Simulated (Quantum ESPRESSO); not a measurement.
# MgS (Niningerite) (Fm-3m) in Quantum ESPRESSO: further runs, part 2 of 2

Quantum ESPRESSO 7.5. Earlier steps stand in the parts before.

### 3 Band structure, vdW-DF-cx

The input, pw.in:

```
&CONTROL
  calculation = 'scf'
  prefix = 'pwscf'
  outdir = './tmp'
  pseudo_dir = './pseudo'
  tprnfor = .true.
  tstress = .true.
  disk_io = 'low'
/
&SYSTEM
  ibrav = 0
  A = 3.67928871
  nat = 2
  ntyp = 2
  ecutwfc = 70
  nbnd = 14
  input_dft = 'vdw-df-cx'
  occupations = 'smearing'
  smearing = 'fd'
  degauss = 0.00367493
/
&ELECTRONS
  conv_thr = 4d-10
  electron_maxstep = 120
  mixing_beta = 0.5
/
ATOMIC_SPECIES
S     32.0600 S_ONCV_PBE-1.2.upf
Mg    24.3050 Mg_ONCV_PBE-1.2.upf
CELL_PARAMETERS alat
   0.0000000000    0.7071067821    0.7071067821
   0.7071067821    0.0000000000    0.7071067821
   0.7071067821    0.7071067821    0.0000000000
ATOMIC_POSITIONS alat
S      0.7071067821    0.7071067821    0.7071067821
Mg     0.0000000000    0.0000000000    0.0000000000
K_POINTS automatic
9 9 9 0 0 0
```

The input, bands.in:

```
&CONTROL
  calculation = 'bands'
  prefix = 'pwscf'
  outdir = './tmp'
  pseudo_dir = './pseudo'
  disk_io = 'low'
  verbosity = 'high'
/
&SYSTEM
  ibrav = 0
  A = 3.67928871
  nat = 2
  ntyp = 2
  ecutwfc = 70
  nbnd = 14
  input_dft = 'vdw-df-cx'
  occupations = 'smearing'
  smearing = 'fd'
  degauss = 0.00367493
/
&ELECTRONS
  conv_thr = 1d-08
  electron_maxstep = 120
  mixing_beta = 0.5
  diago_full_acc = .true.
  startingwfc = 'random'
/
ATOMIC_SPECIES
S     32.0600 S_ONCV_PBE-1.2.upf
Mg    24.3050 Mg_ONCV_PBE-1.2.upf
CELL_PARAMETERS alat
   0.0000000000    0.7071067821    0.7071067821
   0.7071067821    0.0000000000    0.7071067821
   0.7071067821    0.7071067821    0.0000000000
ATOMIC_POSITIONS alat
S      0.7071067821    0.7071067821    0.7071067821
Mg     0.0000000000    0.0000000000    0.0000000000
K_POINTS crystal
60
 0.0000000000  0.0000000000  0.0000000000 1
 0.0625000000  0.0000000000  0.0625000000 1
 0.1250000000  0.0000000000  0.1250000000 1
 0.1875000000  0.0000000000  0.1875000000 1
 0.2500000000  0.0000000000  0.2500000000 1
 0.3125000000  0.0000000000  0.3125000000 1
 0.3750000000  0.0000000000  0.3750000000 1
 0.4375000000  0.0000000000  0.4375000000 1
 0.5000000000  0.0000000000  0.5000000000 1
 0.5000000000  0.0625000000  0.5625000000 1
 0.5000000000  0.1250000000  0.6250000000 1
 0.5000000000  0.1875000000  0.6875000000 1
 0.5000000000  0.2500000000  0.7500000000 1
 0.4375000000  0.3125000000  0.7500000000 1
 0.3750000000  0.3750000000  0.7500000000 1
 0.3375000000  0.3375000000  0.6750000000 1
 0.3000000000  0.3000000000  0.6000000000 1
 0.2625000000  0.2625000000  0.5250000000 1
 0.2250000000  0.2250000000  0.4500000000 1
 0.1875000000  0.1875000000  0.3750000000 1
 0.1500000000  0.1500000000  0.3000000000 1
 0.1125000000  0.1125000000  0.2250000000 1
 0.0750000000  0.0750000000  0.1500000000 1
 0.0375000000  0.0375000000  0.0750000000 1
 0.0000000000  0.0000000000  0.0000000000 1
 0.0625000000  0.0625000000  0.0625000000 1
 0.1250000000  0.1250000000  0.1250000000 1
 0.1875000000  0.1875000000  0.1875000000 1
 0.2500000000  0.2500000000  0.2500000000 1
 0.3125000000  0.3125000000  0.3125000000 1
 0.3750000000  0.3750000000  0.3750000000 1
 0.4375000000  0.4375000000  0.4375000000 1
 0.5000000000  0.5000000000  0.5000000000 1
 0.5250000000  0.4500000000  0.5250000000 1
 0.5500000000  0.4000000000  0.5500000000 1
 0.5750000000  0.3500000000  0.5750000000 1
 0.6000000000  0.3000000000  0.6000000000 1
 0.6250000000  0.2500000000  0.6250000000 1
 0.5833333333  0.2500000000  0.6666666667 1
 0.5416666667  0.2500000000  0.7083333333 1
 0.5000000000  0.2500000000  0.7500000000 1
 0.5000000000  0.2857142857  0.7142857143 1
 0.5000000000  0.3214285714  0.6785714286 1
 0.5000000000  0.3571428571  0.6428571429 1
 0.5000000000  0.3928571429  0.6071428571 1
 0.5000000000  0.4285714286  0.5714285714 1
 0.5000000000  0.4642857143  0.5357142857 1
 0.5000000000  0.5000000000  0.5000000000 1
 0.4821428571  0.4821428571  0.5357142857 1
 0.4642857143  0.4642857143  0.5714285714 1
 0.4464285714  0.4464285714  0.6071428571 1
 0.4285714286  0.4285714286  0.6428571429 1
 0.4107142857  0.4107142857  0.6785714286 1
 0.3928571429  0.3928571429  0.7142857143 1
 0.3750000000  0.3750000000  0.7500000000 1
 0.6250000000  0.2500000000  0.6250000000 1
 0.5937500000  0.1875000000  0.5937500000 1
 0.5625000000  0.1250000000  0.5625000000 1
 0.5312500000  0.0625000000  0.5312500000 1
 0.5000000000  0.0000000000  0.5000000000 1
```

Potentials or basis: SG15 PBE 1.2.

Run with:

```
OMP_NUM_THREADS=1 pw.x -in pw.in > pw.out
OMP_NUM_THREADS=1 pw.x -in bands.in > bands.out
```

pw.out:

```text
This program is part of the open-source Quantum ESPRESSO suite
     for quantum simulation of materials; please cite
         "P. Giannozzi et al., J. Phys.:Condens. Matter 21 395502 (2009);
         "P. Giannozzi et al., J. Phys.:Condens. Matter 29 465901 (2017);
         "P. Giannozzi et al., J. Chem. Phys. 152 154105 (2020);
     in publications or presentations arising from this work. More details at

     IMPORTANT: XC functional enforced from input :
     Exchange-correlation= VDW-DF-CX
                           (   1   4  27   0   1   0   0)
     Any further DFT definition will be discarded
     Please, verify this is what you really want

     Message from routine setup:
     using ibrav=0 with symmetry is DISCOURAGED, use correct ibrav instead

     G-vector sticks info
     --------------------
     sticks:   dense  smooth     PW     G-vecs:    dense   smooth      PW
     Sum         931     931    283                18883    18883    3119

     Using Slab Decomposition

     bravais-lattice index     =            0
     lattice parameter (alat)  =       6.9528  a.u.
     unit-cell volume          =     237.6694 (a.u.)^3
     number of atoms/cell      =            2
     number of atomic types    =            2
     number of electrons       =        16.00
     number of Kohn-Sham states=           14
     kinetic-energy cutoff     =      70.0000  Ry
     charge density cutoff     =     280.0000  Ry
     scf convergence threshold =      4.0E-10
     mixing beta               =       0.5000
     number of iterations used =            8  plain     mixing
     Exchange-correlation= VDW-DF-CX
                           (   1   4  27   0   1   0   0)

[... 119 lines left out ...]
     %                                                                      %
     %%%%%%%%%%%%%%%%%%%%%%%%%%%%%%%%%%%%%%%%%%%%%%%%%%%%%%%%%%%%%%%%%%%%%%%%

     Starting wfcs are random

     Self-consistent Calculation

     iteration #  1     ecut=    70.00 Ry     beta= 0.50
     Davidson diagonalization with overlap
     ethr =  1.00E-02,  avg # of iterations =  8.2

     Threshold (ethr) on eigenvalues was too large:
     Diagonalizing with lowered threshold

     Davidson diagonalization with overlap
     ethr =  6.15E-04,  avg # of iterations =  1.6

     total energy              =    -129.24621341 Ry
     estimated scf accuracy    <       0.09675152 Ry
[... 43 lines left out ...]
     iteration #  8     ecut=    70.00 Ry     beta= 0.50
     Davidson diagonalization with overlap
     ethr =  8.66E-12,  avg # of iterations =  3.0

     End of self-consistent calculation

          k = 0.0000 0.0000 0.0000 (  2397 PWs)   bands (ev):

   -67.9563 -34.6901 -34.6901 -34.6901  -5.9216   6.7494   6.7494   6.7494
    10.5358  14.7010  14.7010  14.7010  17.1416  17.1416
[... 168 lines left out ...]
   -67.9553 -34.6946 -34.6938 -34.6924  -4.2345   3.2050   3.7676   4.6511
    12.0680  14.1244  14.4946  15.9181  20.4436  20.7122

     the Fermi energy is     8.1491 ev

!    total energy              =    -129.26340367 Ry
     estimated scf accuracy    <          8.1E-11 Ry
     smearing contrib. (-TS)   =      -0.00000000 Ry
     internal energy E=F+TS    =    -129.26340367 Ry

     The total energy is F=E-TS. E is the sum of the following terms:
     one-electron contribution =     -68.17496143 Ry
     hartree contribution      =      34.11271988 Ry
     xc contribution           =     -18.48768561 Ry
     ewald contribution        =     -76.71347652 Ry

     convergence has been achieved in   8 iterations

     Forces acting on atoms (cartesian axes, Ry/au):

     atom    1 type  1   force =    -0.00000000   -0.00000000    0.00000000
     atom    2 type  2   force =     0.00000000    0.00000000   -0.00000000

     Total force =     0.000000     Total SCF correction =     0.000000

     Computing stress (Cartesian axis) and pressure

          total   stress  (Ry/bohr**3)                   (kbar)     P=        2.97
   0.00002018   0.00000000   0.00000000            2.97        0.00        0.00
   0.00000000   0.00002018   0.00000000            0.00        2.97        0.00
   0.00000000   0.00000000   0.00002018            0.00        0.00        2.97

=------------------------------------------------------------------------------=
   JOB DONE.
=------------------------------------------------------------------------------=
```

bands.out:

```text
This program is part of the open-source Quantum ESPRESSO suite
     for quantum simulation of materials; please cite
         "P. Giannozzi et al., J. Phys.:Condens. Matter 21 395502 (2009);
         "P. Giannozzi et al., J. Phys.:Condens. Matter 29 465901 (2017);
         "P. Giannozzi et al., J. Chem. Phys. 152 154105 (2020);
[... 871 lines left out ...]
    10.5358  14.7010  14.7010  14.7010  17.1416  17.1416
[... 293 lines left out ...]
   -67.9553 -34.6958 -34.6925 -34.6925  -4.2446   2.5456   5.0645   5.0645
     9.6807  11.1278  18.7864  19.6200  20.2484  20.2484

=------------------------------------------------------------------------------=
   JOB DONE.
=------------------------------------------------------------------------------=
```

It took 2.8 min on 1 thread of Arm Neoverse V1, shared host; peak memory 0.1 GiB.

What came out:

```
Free energy             : -1758.7182 eV
Pressure                : 0.3 GPa
Band gap on the k mesh  : 3.06 eV, indirect (least direct gap 3.79 eV)
Band gap along the path : 2.93 eV, indirect (least direct gap 3.79 eV)
```

Levels at the corners of the path, in eV from the valence-band top:
| point | band 5 | band 6 | band 7 | band 8 | band 9 | band 10 | band 11 | band 12 |
| --- | --- | --- | --- | --- | --- | --- | --- | --- |
| Γ | -12.67 | 0.00 | 0.00 | 0.00 | 3.79 | 7.95 | 7.95 | 7.95 |
| X | -10.99 | -4.20 | -1.68 | -1.68 | 2.93 | 4.38 | 12.04 | 12.87 |
| W | -10.95 | -3.24 | -3.24 | -2.34 | 5.39 | 7.95 | 7.95 | 8.16 |
| K | -10.99 | -3.70 | -3.17 | -1.36 | 4.02 | 6.73 | 9.80 | 10.09 |
| Γ | -12.67 | 0.00 | 0.00 | 0.00 | 3.79 | 7.95 | 7.95 | 7.95 |
| L | -11.36 | -4.82 | -0.60 | -0.60 | 4.55 | 6.98 | 6.98 | 10.33 |
| U | -10.99 | -3.70 | -3.17 | -1.36 | 4.02 | 6.73 | 9.80 | 10.09 |
| W | -10.95 | -3.24 | -3.24 | -2.34 | 5.39 | 7.95 | 7.95 | 8.16 |
| L | -11.36 | -4.82 | -0.60 | -0.60 | 4.55 | 6.98 | 6.98 | 10.33 |
| K | -10.99 | -3.70 | -3.17 | -1.36 | 4.02 | 6.73 | 9.80 | 10.09 |
| U | -10.99 | -3.70 | -3.17 | -1.36 | 4.02 | 6.73 | 9.80 | 10.09 |
| X | -10.99 | -4.20 | -1.68 | -1.68 | 2.93 | 4.38 | 12.04 | 12.87 |

Caveat: the potentials were made for another functional, which shifts forces and pressure; the mesh misses the band edges, which the band path finds closer together.

### 4 Band structure, M06L

pw.in, as its differences from that of step 3:

```diff
@@ -16,3 +16,3 @@
   nbnd = 14
-  input_dft = 'vdw-df-cx'
+  input_dft = 'XC-000I-000I-000I-000I-203L-233L'
   occupations = 'smearing'
@@ -20,5 +20,6 @@
   degauss = 0.00367493
+  nosym = .true.
 /
 &ELECTRONS
-  conv_thr = 4d-10
+  conv_thr = 1d-08
   electron_maxstep = 120
@@ -37,2 +38,2 @@
 K_POINTS automatic
-9 9 9 0 0 0
+7 7 7 0 0 0
```

bands.in, as its differences from that of step 3:

```diff
@@ -15,3 +15,3 @@
   nbnd = 14
-  input_dft = 'vdw-df-cx'
+  input_dft = 'XC-000I-000I-000I-000I-203L-233L'
   occupations = 'smearing'
@@ -19,2 +19,3 @@
   degauss = 0.00367493
+  nosym = .true.
 /
```

Run with:

```
OMP_NUM_THREADS=1 pw.x -in pw.in > pw.out
OMP_NUM_THREADS=1 pw.x -in bands.in > bands.out
```

Wall time 8.9 min (1 thread of Arm Neoverse V1, shared host); peak memory 0.14 GiB.

The run converged. Its results:

```yaml
Free_energy: -1762.2309 eV
Pressure: 5.2 GPa
Band_gap_on_the_k_mesh: 4.46 eV, indirect (least direct gap 4.96 eV)
Band_gap_along_the_path: 4.26 eV, indirect (least direct gap 4.97 eV)
```

Levels at the corners of the path, in eV from the valence-band top:
```tsv
point	band 6	band 7	band 8	band 9	band 10	band 11
Γ	0.00	0.00	0.00	4.97	8.66	8.66
X	-4.15	-1.61	-1.61	4.26	4.60	12.43
W	-3.17	-3.17	-2.09	6.52	8.19	8.19
K	-3.64	-2.99	-1.31	4.99	7.21	10.35
Γ	0.00	0.00	0.00	4.97	8.66	8.66
L	-4.59	-0.59	-0.59	5.04	7.89	7.89
U	-3.64	-2.99	-1.31	4.99	7.21	10.35
W	-3.17	-3.17	-2.09	6.52	8.19	8.19
L	-4.59	-0.59	-0.59	5.04	7.89	7.89
K	-3.64	-2.99	-1.31	4.99	7.21	10.35
U	-3.64	-2.99	-1.31	4.99	7.21	10.35
X	-4.15	-1.61	-1.61	4.26	4.60	12.43
```

Caveat: the potentials were made for another functional, which shifts forces and pressure; some levels on the path didn't converge; the mesh misses the band edges, which the band path finds closer together.

### 5 Band structure, HLE16

pw.in, as its differences from that of step 4:

```diff
@@ -16,3 +16,3 @@
   nbnd = 14
-  input_dft = 'XC-000I-000I-000I-000I-203L-233L'
+  input_dft = 'XC-000I-000I-545L-000I-000I-000I'
   occupations = 'smearing'
@@ -20,6 +20,5 @@
   degauss = 0.00367493
-  nosym = .true.
 /
 &ELECTRONS
-  conv_thr = 1d-08
+  conv_thr = 4d-10
   electron_maxstep = 120
@@ -38,2 +37,2 @@
 K_POINTS automatic
-7 7 7 0 0 0
+9 9 9 0 0 0
```

The input, pp_density.in:

```
&INPUTPP
  prefix = 'pwscf'
  outdir = './tmp'
  filplot = 'density.dat'
  plot_num = 0
/
&PLOT
  nfile = 1
  filepp(1) = 'density.dat'
  iflag = 3
  output_format = 6
  fileout = 'density.cube'
/
```

The input, pp_potential.in:

```
&INPUTPP
  prefix = 'pwscf'
  outdir = './tmp'
  filplot = 'potential.dat'
  plot_num = 11
/
&PLOT
  nfile = 1
  filepp(1) = 'potential.dat'
  iflag = 3
  output_format = 6
  fileout = 'potential.cube'
/
```

The input, pp_elf.in:

```
&INPUTPP
  prefix = 'pwscf'
  outdir = './tmp'
  filplot = 'elf.dat'
  plot_num = 8
/
&PLOT
  nfile = 1
  filepp(1) = 'elf.dat'
  iflag = 3
  output_format = 6
  fileout = 'elf.cube'
/
```

bands.in, as its differences from that of step 4:

```diff
@@ -15,3 +15,3 @@
   nbnd = 14
-  input_dft = 'XC-000I-000I-000I-000I-203L-233L'
+  input_dft = 'XC-000I-000I-545L-000I-000I-000I'
   occupations = 'smearing'
@@ -19,3 +19,2 @@
   degauss = 0.00367493
-  nosym = .true.
 /
```

Run with:

```
OMP_NUM_THREADS=1 pw.x -in pw.in > pw.out
OMP_NUM_THREADS=1 pp.x -in pp_density.in > pp_density.out
OMP_NUM_THREADS=1 pp.x -in pp_potential.in > pp_potential.out
OMP_NUM_THREADS=1 pp.x -in pp_elf.in > pp_elf.out
OMP_NUM_THREADS=1 pw.x -in bands.in > bands.out
```

Wall time 49 s (1 thread of Arm Neoverse V1, shared host); peak memory 0.09 GiB.

It converged, with:

| Quantity | Value |
| --- | --- |
| Free energy | -1818.3625 eV |
| Pressure | -6.9 GPa |
| Band gap on the k mesh | 4.00 eV, indirect (least direct gap 4.75 eV) |
| Band gap along the path | 3.88 eV, indirect (least direct gap 4.75 eV) |

Levels at the corners of the path, in eV from the valence-band top:
| point | band 6 | band 7 | band 8 | band 9 | band 10 | band 11 |
| --- | --- | --- | --- | --- | --- | --- |
| Γ | 0.00 | 0.00 | 0.00 | 4.75 | 8.78 | 8.78 |
| X | -3.75 | -1.50 | -1.50 | 3.88 | 5.44 | 12.77 |
| W | -2.85 | -2.85 | -1.99 | 6.06 | 8.73 | 8.73 |
| K | -3.28 | -2.76 | -1.20 | 4.94 | 7.51 | 10.40 |
| Γ | 0.00 | 0.00 | 0.00 | 4.75 | 8.78 | 8.78 |
| L | -4.28 | -0.52 | -0.52 | 5.53 | 7.72 | 7.72 |
| U | -3.28 | -2.76 | -1.20 | 4.94 | 7.51 | 10.40 |
| W | -2.85 | -2.85 | -1.99 | 6.06 | 8.73 | 8.73 |
| L | -4.28 | -0.52 | -0.52 | 5.53 | 7.72 | 7.72 |
| K | -3.28 | -2.76 | -1.20 | 4.94 | 7.51 | 10.40 |
| U | -3.28 | -2.76 | -1.20 | 4.94 | 7.51 | 10.40 |
| X | -3.75 | -1.50 | -1.50 | 3.88 | 5.44 | 12.77 |

Caveat: the potentials were made for another functional, which shifts forces and pressure; the potentials were made for a functional far from this one; the mesh misses the band edges, which the band path finds closer together.

### 6 The runs side by side

```tsv
level	k mesh	symmetry	SCF threshold	gap on the mesh (eV)	pressure (GPa)
SCAN	7 × 7 × 7	off	1e-08 Ry	3.76	0.2
vdW-DF-cx	9 × 9 × 9	-	4e-10 Ry	3.06	0.3
M06L	7 × 7 × 7	off	1e-08 Ry	4.46	5.2
HLE16	9 × 9 × 9	-	4e-10 Ry	4.00	-6.9
```

Alike in all rows: task band structure; potentials or basis SG15 PBE 1.2; no spin polarisation; cell as given; cutoff (eV) 952; smearing fermi-dirac 0.05 eV.

On the cell as given the gap runs from 2.93 eV (vdW-DF-cx) to 4.26 eV (M06L); the meshes differ, which moves gaps too. The pressure there spans -6.9 GPa (HLE16) to 5.2 GPa (M06L); a positive pressure means that this level wants a larger cell, a negative one a smaller.

Caveats: the potentials were made for another functional, which shifts forces and pressure; the mesh misses the band edges, which the band path finds closer together; some levels on the path didn't converge (some runs); the potentials were made for a functional far from this one (some runs).

Total energies depend on the potentials used, so only differences within one code and one set of settings carry meaning.
